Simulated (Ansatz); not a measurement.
HgSe: pressure against volume scale

Periodic Kohn-Sham DFT of a crystal at fixed atoms, scaled to volume_scale times the given cell; pressure positive in compression, energy less spherical unpolarised free atoms, largest_vzz the field gradient of largest size among the nuclei. The results are calculated, by Ansatz 0.2.0.

The cell before it is scaled or strained (space group F-43m, No. 216):
```
HgSe
1.0
      0.0000     3.1308     3.1308
      3.1308     0.0000     3.1308
      3.1308     3.1308     0.0000
Hg Se
1 1
Direct
  0.00000 0.00000 0.00000
  0.25000 0.25000 0.25000
```

Settings of every row: method frozen-core PAW; functional PBE; relativity scalar; k mesh 11x11x11; filling fermi-dirac; smearing width 0.03 eV; wave cutoff 420 eV; paw set soft_2.

Atom start moment: 0 on all atoms.

Limits: no spin-orbit coupling on heavy atoms; the cell comes from a prototype or a list of computed structures and needn't be the stable phase.

```
row  volume scale  V (Å³/atom)  pressure (GPa)
  1          0.96        29.46           1.887
  2          0.98       30.074               ?
  3             1       30.687          -0.031
  4          1.02       31.302           -0.83
  5          1.04       31.915          -1.537
```

Question: what pressure should row 2 give?

Worked fit of pressure. Take u = (V_r/V)^(2/3) − 1 with V_r = 30.995 Å³ an atom, which is twice the finite (Eulerian) strain; such expansions in the strain, on which the Birch-Murnaghan equation of state is built, carry the rest volume and the bulk modulus. The shown rows have u = 0.03444, 0.00668, -0.00655, -0.01931. Least squares give pressure = −0.4437 + 60.569 × u + 206.14 × u² GPa; a straight line predicts inner rows, each left out in turn, worse (root mean square 0.091 against 0.0032 GPa). The rows lie off it by 0.000, -0.001, 0.002, -0.001. The pressure vanishes at u = 0.0072, or V = 30.67 Å³ an atom, and there the bulk modulus at fixed shape and fractions is B = −V dP/dV = (2/3)(1 + u) dP/du = 42.6 GPa. The withheld row has u = 0.02031, so the fit gives −0.4437 + 60.569 × (0.02031) + 206.14 × (0.02031)² = 0.871 GPa.

The calculation gave 0.87 GPa. The fit lies 0.001 GPa (0.029 % of the column's range) above it, one unit of the last digit.
